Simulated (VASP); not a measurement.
# LiF (Fm-3m) in VASP: a series of runs

Aim: see how the results for LiF move with the level of theory and the settings. Levels: PBEsol, r2SCAN. Tasks: single point.

All numbers are computed with VASP 6.6.1; they aren't measurements. Logs are shortened: lines on timing, memory, paths and dates and some standing lists are left out, and cuts for length are marked.

## (1) The structure

Symmetry: Fm-3m, No. 225, cubic system. The conventional cell has a = 3.997 Å, b = 3.997 Å, c = 3.997 Å, α = 90.00°, β = 90.00°, γ = 90.00°. Around Li (site symmetry m-3m) lie 6 F at 2.00 Å. F (site symmetry m-3m) is surrounded by 6 Li at 2.00 Å.

The cell is a database's computed one.

## (2) Single point, PBEsol

Contents of INCAR:

```
SYSTEM = LiF
PREC     = Accurate       ! precision mode
ENCUT    = 520            ! plane-wave cutoff, eV
EDIFF    = 1E-6           ! SCF threshold, eV
ISMEAR   = 0              ! smearing method
SIGMA    = 0.5            ! smearing width, eV
LREAL    = .FALSE.        ! projectors in reciprocal space
LASPH    = .TRUE.         ! aspherical terms in the spheres
NELM     = 80             ! most SCF steps
ALGO     = Fast           ! electronic algorithm
ISIF     = 2              ! what is computed and relaxed
LWAVE    = .FALSE.        ! write WAVECAR
LCHARG   = .FALSE.        ! write CHGCAR
GGA      = PS             ! functional
NBANDS   = 12             ! bands
```

Contents of KPOINTS:

```
regular mesh
0
G
  10 10 10
  0 0 0
```

Contents of POSCAR:

```
LiF
1.0
    0.0000000000      1.9983100000      1.9983100000
    1.9983100000      0.0000000000      1.9983100000
    1.9983100000      1.9983100000      0.0000000000
Li F
1 1
Direct
    0.0000000000      0.0000000000      0.0000000000
    0.5000000000      0.5000000000      0.5000000000
```

Potentials or basis: VASP PAW PBE potentials, release 64 (Li_sv, F).

On the command line:

```
$ cat potpaw_PBE.64/Li_sv/POTCAR potpaw_PBE.64/F/POTCAR > POTCAR
$ mpirun -np 1 vasp_std > vasp.out
```

OUTCAR:

```text
SYSTEM = LiF
   PREC = Accurate
   ENCUT = 520
   EDIFF = 1E-6
   ISMEAR = 0
   LREAL = .FALSE.
   LASPH = .TRUE.
   NELM = 80
   ISIF = 2
   GGA = PS

 ion  position               nearest neighbor table
   1  0.000  0.000  0.000-   2 2.00   2 2.00   2 2.00   2 2.00   2 2.00   2 2.00
   2  0.500  0.500  0.500-   1 2.00   1 2.00   1 2.00   1 2.00   1 2.00   1 2.00

  LATTYP: Found a face centered cubic cell.
 ALAT       =     3.9966200000

  Lattice vectors:

 A1 = (   0.0000000000,   1.9983100000,   1.9983100000)
 A2 = (   1.9983100000,   0.0000000000,   1.9983100000)
 A3 = (   1.9983100000,   1.9983100000,   0.0000000000)

Analysis of symmetry for initial positions (statically):
=====================================================================
 Subroutine PRICEL returns:
 Original cell was already a primitive cell.

 Routine SETGRP: Setting up the symmetry group for a
 face centered cubic supercell.

 Subroutine GETGRP returns: Found 48 space group operations
 (whereof 48 operations were pure point group operations)
 out of a pool of 48 trial point group operations.

The static configuration has the point symmetry O_h .

Analysis of symmetry for dynamics (positions and initial velocities):
=====================================================================
 Subroutine PRICEL returns:
 Original cell was already a primitive cell.

 Routine SETGRP: Setting up the symmetry group for a
 face centered cubic supercell.

 Subroutine GETGRP returns: Found 48 space group operations
 (whereof 48 operations were pure point group operations)
 out of a pool of 48 trial point group operations.

The dynamic configuration has the point symmetry O_h .

 Subroutine INISYM returns: Found 48 space group operations
 (whereof 48 operations are pure point group operations),
 and found     1 'primitive' translations

----------------------------------------------------------------------------------------

                                     Primitive cell

  volume of cell :      15.9595

  direct lattice vectors                    reciprocal lattice vectors
     0.000000000  1.998310000  1.998310000    -0.250211429  0.250211429  0.250211429
     1.998310000  0.000000000  1.998310000     0.250211429 -0.250211429  0.250211429
     1.998310000  1.998310000  0.000000000     0.250211429  0.250211429 -0.250211429

  length of vectors
     2.826037104  2.826037104  2.826037104     0.433378907  0.433378907  0.433378907

  position of ions in fractional coordinates (direct lattice)
     0.000000000  0.000000000  0.000000000
     0.500000000  0.500000000  0.500000000

  ion indices of the primitive-cell ions
   primitive index   ion index
                 1           1
                 2           2

----------------------------------------------------------------------------------------

 KPOINTS: regular mesh

Automatic generation of k-mesh.
 Grid dimensions read from file:
 generate k-points for:   10   10   10

 Generating k-lattice:

  Cartesian coordinates                     Fractional coordinates (reciprocal lattice)
    -0.025021143  0.025021143  0.025021143     0.100000000  0.000000000  0.000000000
     0.025021143 -0.025021143  0.025021143     0.000000000  0.100000000  0.000000000
     0.025021143  0.025021143 -0.025021143     0.000000000  0.000000000  0.100000000

  Length of vectors
     0.043337891  0.043337891  0.043337891

  Shift w.r.t. Gamma in fractional coordinates (k-lattice)
     0.000000000  0.000000000  0.000000000

 Subroutine IBZKPT returns following result:
 ===========================================

 Found     47 irreducible k-points:

 Following reciprocal coordinates:
            Coordinates               Weight
  0.000000  0.000000  0.000000      1.000000
  0.100000  0.000000  0.000000      8.000000
  0.200000  0.000000  0.000000      8.000000
  0.300000  0.000000  0.000000      8.000000
  0.400000  0.000000  0.000000      8.000000
  0.500000  0.000000  0.000000      4.000000
[... 16 lines left out ...]
  0.300000  0.300000  0.000000      6.000000
  0.400000  0.300000  0.000000     24.000000
 [... further k-points ...]
   k-points           NKPTS =     47   k-points in BZ     NKDIM =     47   number of bands    NBANDS=     12
   number of dos      NEDOS =    301   number of ions     NIONS =      2
   total plane-waves  NPLWV =  13824
   dimension x,y,z NGX =    24 NGY =   24 NGZ =   24
   dimension x,y,z NGXF=    48 NGYF=   48 NGZF=   48
   ions per type =               1   1
   NGX,Y,Z   is equivalent  to a cutoff of  14.12, 14.12, 14.12 a.u.
   NGXF,Y,Z  is equivalent  to a cutoff of  28.24, 28.24, 28.24 a.u.
 SYSTEM =  LiF
   PREC   = accura    normal or accurate (medium, high low for compatibility)
   ISTART =      0    job   : 0-new  1-cont  2-samecut
   ICHARG =      2    charge: 1-file 2-atom 10-const
   ISPIN  =      1    spin polarized calculation?
   LNONCOLLINEAR =      F non collinear calculations
   LSORBIT =      F    spin-orbit coupling
   LASPH  =      T    aspherical Exc in radial PAW
   ENCUT  =  520.0 eV  38.22 Ry    6.18 a.u.   5.25  5.25  5.25*2*pi/ulx,y,z
   NELM   =     80;   NELMIN=  2; NELMDL= -5     # of ELM steps
   EDIFF  = 0.1E-05   stopping-criterion for ELM
   LREAL  =      F    real-space projection
   EDIFFG = 0.1E-04   stopping-criterion for IOM
   NSW    =      0    number of steps for IOM
   IBRION =     -1    ionic relax: 0-MD 1-quasi-New 2-CG
   NFREE  =      0    steps in history (QN), initial steepest desc. (CG)
   ISIF   =      2    stress and relaxation
   ISYM   =      2    0-nonsym 1-usesym 2-fastsym
   POTIM  = 0.5000    time-step for ionic-motion
   TEBEG  =    0.0;   TEEND  =   0.0 temperature during run
   PSTRESS=    0.0 pullay stress
   NELECT =      10.0000    total number of electrons
   NUPDOWN=      -1.0000    fix difference up-down
   EMIN   =  10.00;   EMAX   =-10.00  energy-range for DOS
   EFERMI =   0.00;   METHOD = LEGACY
   ISMEAR =     0;   SIGMA  =   0.50  broadening in eV -4-tet -1-fermi 0-gaus
   EFERMI_NEDOS =   21; number of points for ismear=-14 and -15
   IALGO  =     68    algorithm
   IMIX   =      4    mixing-type and parameters
     AMIX     =   0.40;   BMIX     =  1.00
     AMIX_MAG =   1.60;   BMIX_MAG =  1.00
  volume/ion in A,a.u.               =       7.98        53.85
  Fermi-wavevector in a.u.,A,eV,Ry     =   1.400883  2.647286 26.701082  1.962474
  Thomas-Fermi vector in A             =   2.523800
   LORBIT       =      0    0 simple, 1 ext, 2 COOP (PROOUT), +10 PAW based schemes
   GGA     = PS    functional components
   LHFCALC =     F    Hartree Fock is set to
   AEXX    =    0.0000 exact exchange contribution
   IVDW    =     0    specifies the selected vdW correction
   LEPSILON=     F    determine dielectric tensor
   LRPA    =     F    only Hartree local field effects (RPA)
 non-spin polarized calculation
 RMM-DIIS sequential band-by-band and
 Gauss-broadening in eV      SIGMA  =   0.50
  energy-cutoff  :      520.00
  volume of cell :       15.96
 maximum number of plane-waves:       444
 NGX is ok and might be reduce to    24
   NGX = 11   NGY = 11   NGZ = 11

 number of electron      10.0000000 magnetization

 number of electron       9.9999996 magnetization

 Free energy of the ion-electron system (eV)
  ---------------------------------------------------
  ext. energy  EPLUGINS =         0.00000000
  ---------------------------------------------------
  free energy    TOTEN  =        -9.85173243 eV

  energy without entropy =       -9.85173243  energy(sigma->0) =       -9.85173243

 E-fermi :   1.2143     XC(G=0): -10.3205

 val. band max:       -0.9645473442   @ k =   0.0000   0.0000   0.0000
 cond. band min:       8.1661382634   @ k =   0.0000   0.0000   0.0000
 fundamental gap:      9.1306856076
 Fermi energy:         1.2143036821

 k-point     1 :       0.0000    0.0000    0.0000
  band No.  band energies     occupation
      1     -41.1257      2.00000
      2     -20.8933      2.00000
      3      -0.9645      2.00000
      4      -0.9645      2.00000
      5      -0.9645      2.00000
      6       8.1661      0.00000
      7      23.1641      0.00000
      8      23.1641      0.00000
      9      23.1641      0.00000
     10      23.3736      0.00000
     11      23.3736      0.00000
     12      23.3736      0.00000

 k-point     2 :       0.1000    0.0000    0.0000
  band No.  band energies     occupation
      1     -41.1191      2.00000
      2     -20.8529      2.00000
      3      -1.2652      2.00000
      4      -0.9888      2.00000
      5      -0.9888      2.00000
      6       8.4568      0.00000
      7      20.3298      0.00000
      8      21.8426      0.00000
      9      21.8426      0.00000
     10      24.4706      0.00000
     11      24.4706      0.00000
     12      24.5349      0.00000

 k-point     3 :       0.2000    0.0000    0.0000
  band No.  band energies     occupation
      1     -41.1015      2.00000
      2     -20.7434      2.00000
      3      -1.9855      2.00000
      4      -1.0509      2.00000
      5      -1.0509      2.00000
      6       9.0974      0.00000
      7      17.8387      0.00000
      8      20.3256      0.00000
      9      20.3256      0.00000
     10      25.5291      0.00000
     11      25.8317      0.00000
     12      25.8317      0.00000

 k-point     4 :       0.3000    0.0000    0.0000
  band No.  band energies     occupation
      1     -41.0796      2.00000
      2     -20.6020      2.00000
      3      -2.7828      2.00000
      4      -1.1250      2.00000
      5      -1.1250      2.00000
      6       9.6086      0.00000
      7      16.3905      0.00000
      8      19.0578      0.00000
      9      19.0578      0.00000
     10      26.9271      0.00000
     11      27.5548      0.00000
     12      27.5548      0.00000

 k-point     5 :       0.4000    0.0000    0.0000
  band No.  band energies     occupation
      1     -41.0619      2.00000
      2     -20.4823      2.00000
      3      -3.3773      2.00000
      4      -1.1829      2.00000
      5      -1.1829      2.00000
      6       9.7451      0.00000
      7      15.9158      0.00000
      8      18.2393      0.00000
      9      18.2393      0.00000
     10      28.5634      0.00000
     11      29.3521      0.00000
     12      29.3521      0.00000
[... 228 lines left out ...]
      1     -41.0565      2.00000
      2     -20.4096      2.00000
      3      -3.0571      2.00000
      4      -2.1797      2.00000
      5      -1.2210      2.00000
      6      10.9604      0.00000
      7      14.9141      0.00000
      8      18.4965      0.00000
      9      18.5938      0.00000
     10      28.0820      0.00000
     11      28.2341      0.00000
     12      28.6549      0.00000

 k-point    22 :      -0.2000    0.2000    0.0000
  band No.  band energies     occupation
      1     -41.0727      2.00000
      2     -20.5381      2.00000
      3      -2.6372      2.00000
      4      -1.8783      2.00000
      5      -1.0802      2.00000
      6      10.3298      0.00000
      7      15.6650      0.00000
      8      18.9724      0.00000
      9      19.0722      0.00000
     10      26.3637      0.00000
     11      26.7740      0.00000
     12      29.3860      0.00000

 k-point    23 :       0.3000    0.3000    0.0000
  band No.  band energies     occupation
      1     -41.0667      2.00000
      2     -20.4502      2.00000
      3      -2.9615      2.00000
      4      -1.6611      2.00000
      5      -1.6611      2.00000
      6      11.3530      0.00000
      7      16.8184      0.00000
      8      18.1834      0.00000
      9      19.5431      0.00000
     10      19.5431      0.00000
     11      33.8819      0.00000
     12      33.9755      0.00000

 k-point    24 :       0.4000    0.3000    0.0000
  band No.  band energies     occupation
      1     -41.0536      2.00000
      2     -20.3319      2.00000
      3      -3.4003      2.00000
      4      -1.8826      2.00000
      5      -1.7642      2.00000
      6      12.1665      0.00000
      7      15.7135      0.00000
      8      17.6887      0.00000
      9      19.2946      0.00000
     10      20.3422      0.00000
     11      33.3896      0.00000
     12      34.2142      0.00000

 [... further k-points ...]
[... 5 lines left out ...]
  --------------------------------------------------------------------------------------
  -------------------------------------------------------------------------------------
  Total        0.0369813      0.0369813      0.0369813      0.0000000      0.0000000     -0.0000000
  in kB        3.7125645      3.7125645      3.7125645      0.0000000      0.0000000     -0.0000000
  external PRESSURE =       3.7125645 kB  Pullay stress =       0.0000000 kB

 VOLUME and BASIS-vectors are now :
 -----------------------------------------------------------------------------
  energy-cutoff  :      520.00
  volume of cell :       15.96
      direct lattice vectors                 reciprocal lattice vectors
     0.000000000  1.998310000  1.998310000    -0.250211429  0.250211429  0.250211429
     1.998310000  0.000000000  1.998310000     0.250211429 -0.250211429  0.250211429
     1.998310000  1.998310000  0.000000000     0.250211429  0.250211429 -0.250211429

 POSITION                                       TOTAL-FORCE (eV/Angst)
 -----------------------------------------------------------------------------------
      0.00000      0.00000      0.00000         0.000000      0.000000     -0.000000
      1.99831      1.99831      1.99831        -0.000000     -0.000000      0.000000
 -----------------------------------------------------------------------------------
    total drift:                               -0.000000     -0.000000      0.000000

  FREE ENERGIE OF THE ION-ELECTRON SYSTEM (eV)
  ---------------------------------------------------
  free  energy   TOTEN  =        -9.8517324263 eV

  energy  without entropy=       -9.8517324262  energy(sigma->0) =       -9.85173243
```

It took 10 s on 1 thread of Intel Xeon Platinum 8559C (Emerald Rapids), shared host; peak memory 0.12 GiB.

Results:

| Property | Result |
| --- | --- |
| Free energy | -9.8517 eV |
| Band gap on the k mesh | 9.13 eV, direct |

Levels at points of the mesh, in eV from the valence-band top:
```
           k point  band 1  band 2  band 3  band 4  band 5  band 6  band 7  band 8  band 9  band 10
(0.00, 0.00, 0.00)  -40.16  -19.93    0.00    0.00    0.00    9.13   24.13   24.13   24.13    24.34
(0.50, 0.00, 0.00)  -40.09  -19.47   -2.63   -0.24   -0.24   10.69   16.83   18.92   18.92    30.61
(0.50, 0.50, 0.00)  -40.07  -19.18   -3.17   -1.05   -1.05   14.85   16.30   17.61   20.35    20.35
```

Caveat: the cutoff is under 1.25 times the usual one of these potentials, so pressure, stress and relaxed cells hold a basis-set (Pulay) error; the PAW data sets were made with another functional, which shifts forces and pressure a little. As with any semilocal functional, this PBEsol gap is likely too small.

## (3) Single point, PBEsol

Edit INCAR of step 2 so:

```diff
@@ -2,6 +2,6 @@
 PREC     = Accurate       ! precision mode
-ENCUT    = 520            ! plane-wave cutoff, eV
+ENCUT    = 900            ! plane-wave cutoff, eV
 EDIFF    = 1E-6           ! SCF threshold, eV
 ISMEAR   = 0              ! smearing method
-SIGMA    = 0.5            ! smearing width, eV
+SIGMA    = 0.02           ! smearing width, eV
 LREAL    = .FALSE.        ! projectors in reciprocal space
```

KPOINTS is that of step 2.

POSCAR is that of step 2.

Potentials or basis: VASP PAW PBE potentials, release 64 (Li_sv, F_h).

On the command line:

```
$ cat potpaw_PBE.64/Li_sv/POTCAR potpaw_PBE.64/F_h/POTCAR > POTCAR
$ mpirun -np 1 vasp_std > vasp.out
```

Run time: 16 s. Hardware: 1 thread of Intel Xeon Platinum 8559C (Emerald Rapids), shared host; peak memory 0.14 GiB.

The run converged. Its results:

* Free energy: -9.8591 eV
* Pressure: -0.5 GPa
* Band gap on the k mesh: 9.11 eV, direct

Levels at points of the mesh, in eV from the valence-band top:
```
           k point  band 2  band 3  band 4  band 5  band 6  band 7  band 8  band 9
(0.00, 0.00, 0.00)  -19.93    0.00    0.00    0.00    9.11   24.14   24.14   24.14
(0.50, 0.00, 0.00)  -19.47   -2.64   -0.24   -0.24   10.70   16.82   18.93   18.93
(0.50, 0.50, 0.00)  -19.18   -3.16   -1.05   -1.05   14.85   16.31   17.59   20.36
```

Caveat: the cutoff is under 1.25 times the usual one of these potentials, so pressure, stress and relaxed cells hold a basis-set (Pulay) error; the PAW data sets were made with another functional, which shifts forces and pressure a little. A k mesh can miss the band edges.

## (4) Single point, r2SCAN

Contents of INCAR:

```
SYSTEM = LiF
PREC     = Accurate       ! precision mode
ENCUT    = 520            ! plane-wave cutoff, eV
EDIFF    = 1E-6           ! SCF threshold, eV
ISMEAR   = 0              ! smearing method
SIGMA    = 0.02           ! smearing width, eV
LREAL    = .FALSE.        ! projectors in reciprocal space
LASPH    = .TRUE.         ! aspherical terms in the spheres
NELM     = 80             ! most SCF steps
ALGO     = Normal         ! electronic algorithm
ISIF     = 2              ! what is computed and relaxed
LWAVE    = .FALSE.        ! write WAVECAR
LCHARG   = .FALSE.        ! write CHGCAR
METAGGA  = R2SCAN         ! meta-GGA
LMIXTAU  = .TRUE.       
NBANDS   = 12             ! bands
```

KPOINTS is that of step 3.

POSCAR is that of step 3.

Potentials or basis: VASP PAW PBE potentials, release 64 (Li_sv, F).

On the command line:

```
$ cat potpaw_PBE.64/Li_sv/POTCAR potpaw_PBE.64/F/POTCAR > POTCAR
$ mpirun -np 1 vasp_std > vasp.out
```

It took 28 s on 1 thread of Intel Xeon Platinum 8559C (Emerald Rapids), shared host; peak memory 0.13 GiB.

Results (log left out):

| Property | Result |
| --- | --- |
| Free energy | -11.9029 eV |
| Band gap on the k mesh | 10.50 eV, direct |

Levels at points of the mesh, in eV from the valence-band top:
```tsv
k point	band 3	band 4	band 5	band 6	band 7	band 8
(0.00, 0.00, 0.00)	0.00	0.00	0.00	10.50	25.72	25.72
(0.50, 0.00, 0.00)	-2.56	-0.25	-0.25	11.97	18.43	20.64
(0.50, 0.50, 0.00)	-3.10	-1.04	-1.04	16.30	17.56	19.42
```

Caveat: the cutoff is under 1.25 times the usual one of these potentials, so pressure, stress and relaxed cells hold a basis-set (Pulay) error; the PAW data sets were made with another functional, which shifts forces and pressure a little.

## (5) Overview

```tsv
level	potentials or basis	cutoff (eV)	smearing	gap on the mesh (eV)
PBEsol	VASP PAW PBE potentials, release 64 (Li_sv, F)	520	gaussian 0.5 eV	9.13
PBEsol	VASP PAW PBE potentials, release 64 (Li_sv, F_h)	900	gaussian 0.02 eV	9.11
r2SCAN	VASP PAW PBE potentials, release 64 (Li_sv, F)	520	gaussian 0.02 eV	10.50
```

Alike in all rows: task single point; no spin polarisation; cell as given; k mesh 10 × 10 × 10.

Caveats: the cutoff is under 1.25 times the usual one of these potentials, so pressure, stress and relaxed cells hold a basis-set (Pulay) error; the PAW data sets were made with another functional, which shifts forces and pressure a little.

Total energies depend on the potentials used, so only differences within one code and one set of settings carry meaning.
